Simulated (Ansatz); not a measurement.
Input and command of a plane-wave DFT calculation in Ansatz:

```yaml
crystal:
  lattice:
    - [2.2362754098, -3.8701593019, 0.0]
    - [2.2362754098, 3.8701593019, 0.0]
    - [0.0, 0.0, 7.33223962]
  atoms:
    - { symbol: Cd, position: [0.8337065355, 0.1662934645, 1.0002367813] }
    - { symbol: Cd, position: [0.1662934645, 0.8337065355, 0.5002367813] }
    - { symbol: Se, position: [0.1671017758, 0.8328982242, 0.8747632187] }
    - { symbol: Se, position: [0.8328982242, 0.1671017758, 0.3747632187] }
basis:
  ecutwfc: 420
kpoints:
  mp_grid: { grid: [10, 10, 6] }
hamiltonian:
  xc: pbe
scf:
  occupations: { method: gaussian, width: 0.02 }
output:
  forces: true
  stress: true
  eigenvalues: true
relax:
  adjacent_minimum: "off"
  f_tol: 0.01
  max_steps: 60
  cell: { stress_tol: 0.1 }
```

```bash
ansatz run input.yaml --threads 1 --pin off --max-ram 2560MiB --backend cpu --events-out ev --progress --plain --runs-dir out
```

Processor: AMD EPYC 7R43 64-Core Processor (Zen 3), 1 thread, on a host shared with other jobs.

Problem. Estimate time, memory and problem size.

Solution. About 6.5 min on 1 thread of AMD EPYC 7R43 64-Core Processor (Zen 3) (shared host), peak memory 0.79 GiB. It solves 44 bands at 124 k points (the mesh reduced by the symmetry that the task leaves, which can be less than the crystal's) with about 2333 plane waves (on the last cell), in 30 SCF iterations over 5 ionic steps.
